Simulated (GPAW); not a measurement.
The system is Al2O3.

```xyz
5
Lattice="2.8843 0.0000 0.0000 -1.4422 2.4979 0.0000 0.0000 0.0000 9.3368" Properties=species:S:1:pos:R:3 pbc="T T T"
Al    0.0000    0.0000    7.9363
Al    0.0000    0.0000    1.4004
O     0.0000    1.6653    7.2610
O     1.4422    0.8326    0.0000
O     0.0000    1.6653    2.0757
```

Measurements of this composition are mostly on another form, of space group No. 167.

Base run:

| Item | Value |
| --- | --- |
| Program | GPAW 26.7.0 |
| Functional | revPBE |
| Potentials or basis | the program's PAW data sets (release 1.2.1) made for this functional |
| Cutoff | 680 eV |
| Basis | pw |
| k mesh | 6 × 6 × 2 |
| Occupations | fermi-dirac, width 0.01 eV |
| Spin | no spin polarisation |

Its results: band gap on the k mesh 4.87 eV, indirect (least direct gap 5.10 eV); pressure 2.7 GPa; largest force 0.413 eV/Å.

Task: The run is repeated on the same cell with these changes: functional from revPBE to PBEsol; potentials or basis from the program's PAW data sets (release 1.2.1) made for this functional to PAW data sets generated in the run's folder for this functional. What comes out?

Result: Band gap on the k mesh 4.77 eV, indirect (least direct gap 5.01 eV); pressure -2.6 GPa; largest force 0.247 eV/Å.

Caveats: the cutoff is short for stress and forces, so pressures can be off by a GPa or more.

A k mesh can miss the band edges.
